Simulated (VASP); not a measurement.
# Ni (P6_3/mmc) in VASP: further runs

One crystal, Ni, is run at these levels: PBE, PBEsol; tasks: single point.

Everything below comes from runs of VASP 6.6.1. Logs are shortened: lines on timing, memory, paths and dates and some standing lists are left out, and cuts for length are marked.

### 1 Starting point

Symmetry: P6_3/mmc, No. 194, hexagonal system. Conventional cell: a = 2.448 Å, b = 2.448 Å, c = 4.073 Å, α = 90.00°, β = 90.00°, γ = 120.00°. Around Ni (site symmetry -6m2) lie 12 Ni at 2.45 to 2.48 Å.

This isn't the form of Ni at room conditions, which is fcc.

### 2 Single point, PBE, collinear spin, ferromagnetic start

The input, INCAR:

```
PREC = Accurate
ENCUT = 520
EDIFF = 1E-7
ISMEAR = -1
SIGMA = 0.05
LREAL = False
LASPH = True
NELM = 100
ALGO = Normal
ISIF = 2
LWAVE = False
LCHARG = False
ISPIN = 2
MAGMOM = 1 1
LORBIT = 11
LMAXMIX = 4
GGA = PE
NBANDS = 21
```

The input, KPOINTS:

```
Automatic mesh
0
Gamma
  12 12 7
```

The input, POSCAR:

```
Ni
1.0
    2.4480228978      0.0000000000      0.0000000000
   -1.2240114489      2.1200500186      0.0000000000
    0.0000000000      0.0000000000      4.0728075700
Ni
2
Direct
    0.6666666667      0.3333333333      0.7500000000
    0.3333333333      0.6666666667      0.2500000000
```

Potentials or basis: VASP PAW PBE potentials, release 64 (Ni).

Run with:

```bash
> cat potpaw_PBE.64/Ni/POTCAR > POTCAR
> mpirun -np 1 vasp_std > vasp.out
```

OUTCAR:

```text
PREC = Accurate
   ENCUT = 520
   EDIFF = 1E-7
   ISMEAR = -1
   LREAL = False
   LASPH = True
   NELM = 100
   ISIF = 2
   ISPIN = 2
   LORBIT = 11
   GGA = PE

 ion  position               nearest neighbor table
   1  0.667  0.333  0.750-   2 2.48   2 2.48   2 2.48   2 2.48   2 2.48   2 2.48
   2  0.333  0.667  0.250-   1 2.48   1 2.48   1 2.48   1 2.48   1 2.48   1 2.48

  LATTYP: Found a hexagonal cell.
 ALAT       =     2.4480228978
 C/A-ratio  =     1.6637130207

  Lattice vectors:

 A1 = (   2.4480228978,   0.0000000000,   0.0000000000)
 A2 = (  -1.2240114489,   2.1200500186,   0.0000000000)
 A3 = (   0.0000000000,   0.0000000000,   4.0728075700)

Analysis of symmetry for initial positions (statically):
=====================================================================
 Subroutine PRICEL returns:
 Original cell was already a primitive cell.

 Routine SETGRP: Setting up the symmetry group for a
 hexagonal supercell.

 Subroutine GETGRP returns: Found 24 space group operations
 (whereof 12 operations were pure point group operations)
 out of a pool of 24 trial point group operations.

The static configuration has the point symmetry D_3d.
 The point group associated with its full space group is D_6h.

Analysis of symmetry for dynamics (positions and initial velocities):
=====================================================================
 Subroutine PRICEL returns:
 Original cell was already a primitive cell.

 Routine SETGRP: Setting up the symmetry group for a
 hexagonal supercell.

 Subroutine GETGRP returns: Found 24 space group operations
 (whereof 12 operations were pure point group operations)
 out of a pool of 24 trial point group operations.

The dynamic configuration has the point symmetry D_3d.
 The point group associated with its full space group is D_6h.

Analysis of structural, dynamic, and magnetic symmetry:
=====================================================================
 Subroutine PRICEL returns:
 Original cell was already a primitive cell.

 Routine SETGRP: Setting up the symmetry group for a
 hexagonal supercell.

 Subroutine GETGRP returns: Found 24 space group operations
 (whereof 12 operations were pure point group operations)
 out of a pool of 24 trial point group operations.

The overall configuration has the point symmetry D_3d.
 The point group associated with its full space group is D_6h.

 Subroutine INISYM returns: Found 24 space group operations
 (whereof 12 operations are pure point group operations),
 and found     1 'primitive' translations

----------------------------------------------------------------------------------------

                                     Primitive cell

  volume of cell :      21.1376

  direct lattice vectors                    reciprocal lattice vectors
     2.448022898  0.000000000  0.000000000     0.408492911  0.235843492  0.000000000
    -1.224011449  2.120050019  0.000000000     0.000000000  0.471686984  0.000000000
     0.000000000  0.000000000  4.072807570     0.000000000  0.000000000  0.245530873

  length of vectors
     2.448022898  2.448022898  4.072807570     0.471686984  0.471686984  0.245530873

  position of ions in fractional coordinates (direct lattice)
     0.666666667  0.333333333  0.750000000
     0.333333333  0.666666667  0.250000000

  ion indices of the primitive-cell ions
   primitive index   ion index
                 1           1
                 2           2

----------------------------------------------------------------------------------------

 KPOINTS: Automatic mesh

Automatic generation of k-mesh.
 Grid dimensions read from file:
 generate k-points for:   12   12    7

 Generating k-lattice:

  Cartesian coordinates                     Fractional coordinates (reciprocal lattice)
     0.034041076  0.019653624  0.000000000     0.083333333 -0.000000000  0.000000000
     0.000000000  0.039307249  0.000000000     0.000000000  0.083333333  0.000000000
     0.000000000  0.000000000  0.035075839     0.000000000  0.000000000  0.142857143

  Length of vectors
     0.039307249  0.039307249  0.035075839

  Shift w.r.t. Gamma in fractional coordinates (k-lattice)
     0.000000000  0.000000000  0.000000000

 Subroutine IBZKPT returns following result:
 ===========================================

 Found     76 irreducible k-points:

 Following reciprocal coordinates:
            Coordinates               Weight
  0.000000  0.000000  0.000000      1.000000
  0.083333  0.000000  0.000000      6.000000
  0.166667 -0.000000  0.000000      6.000000
  0.250000 -0.000000  0.000000      6.000000
  0.333333  0.000000  0.000000      6.000000
  0.416667 -0.000000  0.000000      6.000000
[... 42 lines left out ...]
  0.333333  0.083333  0.285714     24.000000
  0.416667  0.083333  0.285714     24.000000
 [... further k-points ...]
   k-points           NKPTS =     76   k-points in BZ     NKDIM =     76   number of bands    NBANDS=     21
   number of dos      NEDOS =    301   number of ions     NIONS =      2
   total plane-waves  NPLWV =   9720
   dimension x,y,z NGX =    18 NGY =   18 NGZ =   30
   dimension x,y,z NGXF=    36 NGYF=   36 NGZF=   60
   ions per type =               2
   NGX,Y,Z   is equivalent  to a cutoff of  12.22, 12.22, 12.25 a.u.
   NGXF,Y,Z  is equivalent  to a cutoff of  24.45, 24.45, 24.49 a.u.
 SYSTEM =  unknown system
   PREC   = accura    normal or accurate (medium, high low for compatibility)
   ISTART =      0    job   : 0-new  1-cont  2-samecut
   ICHARG =      2    charge: 1-file 2-atom 10-const
   ISPIN  =      2    spin polarized calculation?
   LNONCOLLINEAR =      F non collinear calculations
   LSORBIT =      F    spin-orbit coupling
   LASPH  =      T    aspherical Exc in radial PAW
   ENCUT  =  520.0 eV  38.22 Ry    6.18 a.u.   4.55  4.55  7.57*2*pi/ulx,y,z
   NELM   =    100;   NELMIN=  2; NELMDL= -5     # of ELM steps
   EDIFF  = 0.1E-06   stopping-criterion for ELM
   LREAL  =      F    real-space projection
   EDIFFG = 0.1E-05   stopping-criterion for IOM
   NSW    =      0    number of steps for IOM
   IBRION =     -1    ionic relax: 0-MD 1-quasi-New 2-CG
   NFREE  =      0    steps in history (QN), initial steepest desc. (CG)
   ISIF   =      2    stress and relaxation
   ISYM   =      2    0-nonsym 1-usesym 2-fastsym
   POTIM  = 0.5000    time-step for ionic-motion
   TEBEG  =    0.0;   TEEND  =   0.0 temperature during run
   PSTRESS=    0.0 pullay stress
   NELECT =      20.0000    total number of electrons
   NUPDOWN=      -1.0000    fix difference up-down
   EMIN   =  10.00;   EMAX   =-10.00  energy-range for DOS
   EFERMI =   0.00;   METHOD = LEGACY
   ISMEAR =    -1;   SIGMA  =   0.05  broadening in eV -4-tet -1-fermi 0-gaus
   EFERMI_NEDOS =   21; number of points for ismear=-14 and -15
   IALGO  =     38    algorithm
   IMIX   =      4    mixing-type and parameters
     AMIX     =   0.40;   BMIX     =  1.00
     AMIX_MAG =   1.60;   BMIX_MAG =  1.00
  volume/ion in A,a.u.               =      10.57        71.32
  Fermi-wavevector in a.u.,A,eV,Ry     =   1.607187  3.037143 35.144518  2.583049
  Thomas-Fermi vector in A             =   2.703255
   LORBIT       =     11    0 simple, 1 ext, 2 COOP (PROOUT), +10 PAW based schemes
   GGA     = PE    functional components
   LHFCALC =     F    Hartree Fock is set to
   AEXX    =    0.0000 exact exchange contribution
   IVDW    =     0    specifies the selected vdW correction
   LEPSILON=     F    determine dielectric tensor
   LRPA    =     F    only Hartree local field effects (RPA)
 spin polarized calculation
  energy-cutoff  :      520.00
  volume of cell :       21.14
 maximum number of plane-waves:       586
   NGX =  9   NGY =  9   NGZ = 15

 number of electron      19.9999995 magnetization       1.2664937

 Free energy of the ion-electron system (eV)
  ---------------------------------------------------
  ext. energy  EPLUGINS =         0.00000000
  ---------------------------------------------------
  free energy    TOTEN  =       -10.88542729 eV

  energy without entropy =      -10.85049498  energy(sigma->0) =      -10.86796113

 E-fermi :   9.8115     XC(G=0): -13.4264

 val. band max:        9.8090032041   @ k =   0.3333   0.3333   0.2857
 cond. band min:       9.8179084901   @ k =   0.5000  -0.0000   0.4286
 fundamental gap:      0.0089052860
 Fermi energy:         9.8114828971

 spin component 1

 k-point     1 :       0.0000    0.0000    0.0000
  band No.  band energies     occupation
      1       0.5766      1.00000
      2       4.7828      1.00000
      3       7.2266      1.00000
      4       7.3863      1.00000
      5       7.3863      1.00000
      6       7.6497      1.00000
[... 13 lines left out ...]
     20      36.5500      0.00000
     21      40.4700      0.00000
[... 913 lines left out ...]
 k-point    40 :       0.0833    0.0000    0.2857
  band No.  band energies     occupation
      1       1.5944      1.00000
      2       4.4481      1.00000
      3       7.0730      1.00000
      4       7.0883      1.00000
      5       7.2378      1.00000
      6       7.4142      1.00000
[... 13 lines left out ...]
     20      37.5033      0.00000
     21      39.9355      0.00000

 [... further k-points ...]

 spin component 2

 k-point     1 :       0.0000    0.0000    0.0000
  band No.  band energies     occupation
      1       0.5496      1.00000
      2       5.1895      1.00000
      3       7.9463      1.00000
      4       8.0747      1.00000
      5       8.0747      1.00000
      6       8.3569      1.00000
[... 13 lines left out ...]
     20      36.6366      0.00000
     21      40.5550      0.00000
[... 913 lines left out ...]
 k-point    40 :       0.0833    0.0000    0.2857
  band No.  band energies     occupation
      1       1.5704      1.00000
      2       4.6248      1.00000
      3       7.5520      1.00000
      4       7.7663      1.00000
      5       7.9059      1.00000
      6       8.0938      1.00000
[... 13 lines left out ...]
     20      37.5645      0.00000
     21      39.9997      0.00000

 [... further k-points ...]

------------------------ aborting loop because EDIFF is reached ----------------------------------------

  FORCE on cell =-STRESS in cart. coord.  units (eV):
  Direction    XX          YY          ZZ          XY          YZ          ZX
  --------------------------------------------------------------------------------------
  -------------------------------------------------------------------------------------
  Total        1.0969681      1.0969681      0.5894141      0.0000000      0.0000000      0.0000000
  in kB       83.1474853     83.1474853     44.6761411      0.0000000      0.0000000      0.0000000
  external PRESSURE =      70.3237039 kB  Pullay stress =       0.0000000 kB

 VOLUME and BASIS-vectors are now :
 -----------------------------------------------------------------------------
  energy-cutoff  :      520.00
  volume of cell :       21.14
      direct lattice vectors                 reciprocal lattice vectors
     2.448022898  0.000000000  0.000000000     0.408492911  0.235843492  0.000000000
    -1.224011449  2.120050019  0.000000000     0.000000000  0.471686984  0.000000000
     0.000000000  0.000000000  4.072807570     0.000000000  0.000000000  0.245530873

 POSITION                                       TOTAL-FORCE (eV/Angst)
 -----------------------------------------------------------------------------------
      1.22401      0.70668      3.05461         0.000000     -0.000000      0.000000
     -0.00000      1.41337      1.01820         0.000000      0.000000      0.000000
 -----------------------------------------------------------------------------------
    total drift:                               -0.000000      0.000000     -0.000000

  FREE ENERGIE OF THE ION-ELECTRON SYSTEM (eV)
  ---------------------------------------------------
  free  energy   TOTEN  =       -10.8854272928 eV

  energy  without entropy=      -10.8504949765  energy(sigma->0) =      -10.86796113

 total charge

# of ion       s       p       d       tot
------------------------------------------
    1        0.510   0.524   8.331   9.364
    2        0.510   0.524   8.331   9.364
--------------------------------------------------
tot          1.019   1.048  16.661  18.728

 magnetization (x)

# of ion       s       p       d       tot
------------------------------------------
    1       -0.005  -0.025   0.672   0.642
    2       -0.005  -0.025   0.672   0.642
--------------------------------------------------
tot         -0.009  -0.049   1.343   1.284
```

Wall time 34 s (1 thread of Intel Xeon Platinum 8559C (Emerald Rapids), shared host); peak memory 0.16 GiB.

What came out:

```
Free energy                                           : -10.8854 eV
Pressure                                              : 7.0 GPa
Band gap on the k mesh                                : none (metal or under the smearing width)
Net moment                                            : 1.27 μB per cell
Site moments                                          : Ni +0.64 μB
Valence electrons inside the program's atomic spheres : Ni 9.36
```

Levels at points of the mesh, in eV from the Fermi level:
Spin up:
```
           k point  band 9  band 10  band 11  band 12  band 13  band 14
(0.00, 0.00, 0.00)   -1.65    -0.71    -0.71    -0.56     5.59    23.06
(0.50, 0.00, 0.00)   -0.55    -0.48     1.21     3.18     9.42     9.98
```
Spin down:
| k point | band 8 | band 9 | band 10 | band 11 | band 12 | band 13 |
| --- | --- | --- | --- | --- | --- | --- |
| (0.00, 0.00, 0.00) | -0.99 | -0.99 | -0.61 | -0.02 | -0.02 | 6.02 |
| (0.50, 0.00, 0.00) | 0.16 | 0.19 | 0.31 | 1.70 | 3.56 | 9.53 |

### 3 Single point, PBE, collinear spin, ferromagnetic start (atoms moved at random, drawn with an rms of 0.05 Å)

The input, INCAR:

```
SYSTEM = Ni
ALGO = Normal
EDIFF = 1E-7
ENCUT = 520
GGA = PE
ISIF = 2
ISMEAR = -1
ISPIN = 2
LASPH = .TRUE.
LCHARG = .FALSE.
LMAXMIX = 4
LORBIT = 11
LREAL = .FALSE.
LWAVE = .FALSE.
MAGMOM = 1 1
NBANDS = 21
NELM = 100
PREC = Accurate
SIGMA = 0.05
```

The input, KPOINTS:

```
k-points
0
G
  12 12 7
  0 0 0
```

The input, POSCAR:

```
Ni
1.0
    2.4480228978      0.0000000000      0.0000000000
   -1.2240114489      2.1200500186      0.0000000000
    0.0000000000      0.0000000000      4.0728075700
Ni
2
Direct
    0.6727700000      0.3354790000      0.7554090000
    0.3421770000      0.6583580000      0.2444720000
```

Potentials or basis: VASP PAW PBE potentials, release 64 (Ni).

Run with:

```bash
> cat potpaw_PBE.64/Ni/POTCAR > POTCAR
> mpirun -np 1 vasp_std > vasp.out
```

It took 3.3 min on 1 thread of Intel Xeon Platinum 8559C (Emerald Rapids), shared host; peak memory 0.39 GiB.

Results (log left out):

* Free energy: -10.8750 eV
* Pressure: 7.3 GPa
* Largest force: 0.437 eV/Å
* Band gap on the k mesh: none (metal or under the smearing width)
* Net moment: 1.27 μB per cell
* Site moments: Ni +0.64 μB
* Valence electrons inside the program's atomic spheres: Ni 9.37

Forces on the atoms (eV/Å):
```
Ni   0.040 -0.042 -0.433
Ni  -0.040  0.042  0.433
```

Stress tensor (GPa, compression positive):
```
 8.87 -0.30 -0.10
-0.30  8.19  0.11
-0.10  0.11  4.95
```

Levels at points of the mesh, in eV from the Fermi level:
Spin up:
```csv
k point,band 8,band 9,band 10,band 11,band 12,band 13,band 14,band 15
"(0.00, 0.00, 0.00)",-1.69,-1.60,-0.74,-0.69,-0.55,5.58,23.06,25.26
"(0.50, 0.00, 0.00)",-0.60,-0.55,-0.48,1.20,3.19,9.34,10.01,12.51
"(0.00, 0.50, 0.00)",-0.59,-0.55,-0.49,1.15,3.24,9.27,9.93,12.57
"(0.50, 0.50, 0.00)",-0.61,-0.55,-0.47,1.29,3.09,9.49,10.18,12.38
```
Spin down:
```
           k point  band 7  band 8  band 9  band 10  band 11  band 12
(0.00, 0.00, 0.00)   -1.45   -1.02   -0.95    -0.60    -0.05     0.03
(0.50, 0.00, 0.00)   -1.46    0.15    0.19     0.31     1.68     3.58
(0.00, 0.50, 0.00)   -1.45    0.16    0.19     0.31     1.64     3.63
(0.50, 0.50, 0.00)   -1.46    0.15    0.18     0.32     1.77     3.47
```

(Continued in part 2 of 2.)
